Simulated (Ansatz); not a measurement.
Runs of Ansatz 0.2.0 on CdTe. It takes space group F-43m (No. 216, cubic). Conventional cell: a = 6.410 Å, b = 6.410 Å, c = 6.410 Å, α = 90.00°, β = 90.00°, γ = 90.00°. Te (site symmetry -43m) is surrounded by 4 Cd at 2.78 Å. Cd (site symmetry -43m) is surrounded by 4 Te at 2.78 Å. 

| task | level | spin | cell | k mesh | cutoff (eV) | points for each segment of the path | mesh quality | gap on the mesh (eV) | pressure (GPa) | relaxed volume (Å³/atom) |
| --- | --- | --- | --- | --- | --- | --- | --- | --- | --- | --- |
| band structure | r2SCAN | SOC, no magnetisation | as given | 5 × 5 × 5 | 500 | 14 | not flagged | 1.12 | 3.3 | - |
| band structure | r2SCAN | off | as given | 7 × 7 × 7 | 500 | 14 | not flagged | (c) | 3.2 | - |
| band structure | r2SCAN0 | off | as given | 4 × 4 × 4 | 500 | 4 | coarse | 2.71 | 2.9 | - |
| relaxation of cell and atoms | HSEsol | off | relaxed | 4 × 4 × 4 | 420 | - | coarse | 1.51 | 0.0 | (a) |
| relaxation of cell and atoms | BLYP | off | relaxed | 7 × 7 × 7 | 420 | - | not flagged | 0.28 | 0.0 | 38.67 |
| band structure | BLYP | off | as given | 7 × 7 × 7 | 420 | 14 | not flagged | 0.78 | 6.9 | - |
| band structure | r2SCANh | off | as given | 4 × 4 × 4 | 500 | 4 | coarse | (b) | 3.2 | - |
| relaxation of cell and atoms | revPBE | off | relaxed | 7 × 7 × 7 | 420 | - | not flagged | 0.60 | 0.0 | 37.46 |

Alike in all rows: potentials or basis Ansatz PAW; smearing fermi-dirac 0.05 eV.

Question: Fill in the values left out.

Answer: (a) 34.13; (b) 1.90; (c) 1.39.

Caveats: some runs use coarse meshes; the PAW data sets come from PBE, with cores solved anew for the run's functional, which leaves a small shift of forces and pressure; spin-orbit coupling is left out, which moves the levels of the heavy elements (some runs); the plane-wave basis is chosen anew once the cell has moved, so the energies of steps on either side of that aren't comparable (some runs); the thresholds are loose for stress (some runs); odd divisions of the mesh miss points on the zone boundary, where band edges often lie, so the gap on the mesh can be too wide (some runs); the volume moved by over 15 % at a fixed basis, so the end points are rough (some runs); the volume moved by +17 % from the deposited cell, more than functionals usually miss (some runs).

A k mesh can miss the band edges, and rows without SOC leave out spin-orbit coupling on Cd, Te.

Runs at the PBE level aren't shown here.
